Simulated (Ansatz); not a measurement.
Computed with DFT PBE, scalar-relativistic, plane waves, PAW in Ansatz 0.2.0. All cells share a 420 eV cutoff and Γ-centred k meshes spaced at most about 0.3 Å⁻¹ (about 0.25 or finer for metals, 2π included). No spin polarisation.

Temperature and zero-point effects are left out.

Two relaxed structures of SbS4:

A.

Space group P-43m (No. 215). a = 4.851 Å, b = 4.851 Å, c = 4.851 Å, α = 90.00°, β = 90.00°, γ = 90.00°
| atom | site | symmetry | x | y | z |
| --- | --- | --- | --- | --- | --- |
| Sb | 1a | -43m | 0.0000 | 0.0000 | 0.0000 |
| S | 4e | .3m | 0.2860 | 0.2860 | 0.2860 |

B.

Space group Im-3m (No. 229). a = 6.181 Å, b = 6.181 Å, c = 6.181 Å, α = 90.00°, β = 90.00°, γ = 90.00°
| atom | site | symmetry | x | y | z |
| --- | --- | --- | --- | --- | --- |
| Sb | 2a | m-3m | 0.0000 | 0.0000 | 0.0000 |
| S | 8c | .-3m | 0.2500 | 0.2500 | 0.2500 |

Problem. Which form is favoured at zero pressure, and by what margin per atom?

Solution. A is lower, by 116 meV/atom. A has space group P-43m (No. 215), 22.8 Å³/atom and no gap on its mesh; B has space group Im-3m (No. 229), 23.6 Å³/atom and no gap. Counting S atoms around Sb (those within 1.25 times the shortest such distance or 1.15 times the sum of covalent radii), A has Sb 4 and B has Sb 8. Even the lower one lies +0.66 eV/atom against the reference forms of the elements (uncorrected), so neither is stable at this level. Both come from invented guesses.

Weakly bound directions are ill-defined at this level, which has no dispersion term (P-43m), and this can change margins and order among such cells. Spin–orbit coupling, which can matter for Sb, is left out. In P-43m, Im-3m an odd number of electrons in the primitive cell allows no gap without spin; a larger cell or a magnetic state could open one. Cells relaxed within their symmetry can be saddle points.
